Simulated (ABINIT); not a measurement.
Crystal: MgO.

```xyz
2
Lattice="0.0000 2.0970 2.0970 2.0970 0.0000 2.0970 2.0970 2.0970 0.0000" Properties=species:S:1:pos:R:3 pbc="T T T"
Mg    0.0000    0.0000    0.0000
O     2.0970    2.0970    2.0970
```

The cell is a database's computed one.

Base run:

```yaml
Program: ABINIT 10.8.3 (patched build)
Functional: PBEsol
Potentials_or_basis: JTH PAW PBE v2.0
Cutoff: 762 eV
k_mesh: 11 × 11 × 11
Occupations: fermi-dirac, width 0.05 eV
Spin: no spin polarisation
```

Its results: band gap on the k mesh 4.76 eV, direct; pressure 2.2 GPa.

The run is repeated on the same cell with these changes: functional from PBEsol to SCAN. What comes out?

Band gap on the k mesh 5.74 eV, direct; pressure 0.7 GPa.

SCAN gives the wider gap, since meta-GGAs in the generalised Kohn-Sham scheme recover part of the derivative discontinuity.

Caveats: the PAW data sets were made with another functional, which shifts forces and pressure a little.
